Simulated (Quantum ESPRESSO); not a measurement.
A run of Quantum ESPRESSO 7.5 is set up as follows.

scf.in

```
&CONTROL
  calculation = 'scf'
  prefix = 'pwscf'
  outdir = './tmp'
  pseudo_dir = './pseudo'
/
&SYSTEM
  ibrav = 0
  nat = 1
  ntyp = 1
  ecutwfc = 98
  nbnd = 18
  occupations = 'smearing'
  smearing = 'fd'
  degauss = 0.00367493
  nspin = 2
  starting_magnetization(1) = 0.0556
  force_symmorphic = .true.
/
&ELECTRONS
  conv_thr = 2d-10
  electron_maxstep = 120
  mixing_beta = 0.3
/
ATOMIC_SPECIES
Ni    58.6934 Ni.upf
CELL_PARAMETERS angstrom
   0.0000000000    1.7375729330    1.7375729330
   1.7375729330    0.0000000000    1.7375729330
   1.7375729330    1.7375729330    0.0000000000
ATOMIC_POSITIONS crystal
Ni     0.0000000000    0.0000000000    0.0000000000
K_POINTS automatic
16 16 16 0 0 0
```

The input nscf.in:

```
&CONTROL
  calculation = 'nscf'
  prefix = 'pwscf'
  outdir = './tmp'
  pseudo_dir = './pseudo'
/
&SYSTEM
  ibrav = 0
  nat = 1
  ntyp = 1
  ecutwfc = 98
  nbnd = 34
  occupations = 'smearing'
  smearing = 'fd'
  degauss = 0.00367493
  nspin = 2
  starting_magnetization(1) = 0.0556
  force_symmorphic = .true.
/
&ELECTRONS
  conv_thr = 1d-08
  diago_full_acc = .true.
  diago_thr_init = 1d-06
/
ATOMIC_SPECIES
Ni    58.6934 Ni.upf
CELL_PARAMETERS angstrom
   0.0000000000    1.7375729330    1.7375729330
   1.7375729330    0.0000000000    1.7375729330
   1.7375729330    1.7375729330    0.0000000000
ATOMIC_POSITIONS crystal
Ni     0.0000000000    0.0000000000    0.0000000000
K_POINTS automatic
16 16 16 0 0 0
```

Potentials or basis: PseudoDojo 0.4.1 SR PBEsol standard.

Launch:

```console
$ OMP_NUM_THREADS=1 pw.x -in scf.in > scf.out
$ OMP_NUM_THREADS=1 pw.x -in nscf.in > nscf.out
```

Task: What does it give for the net moment?

Result: 0.60 μB per cell.

Task: What does it give for the band gap on the k mesh, mean-field level?

Result: None (metal or under the smearing width).
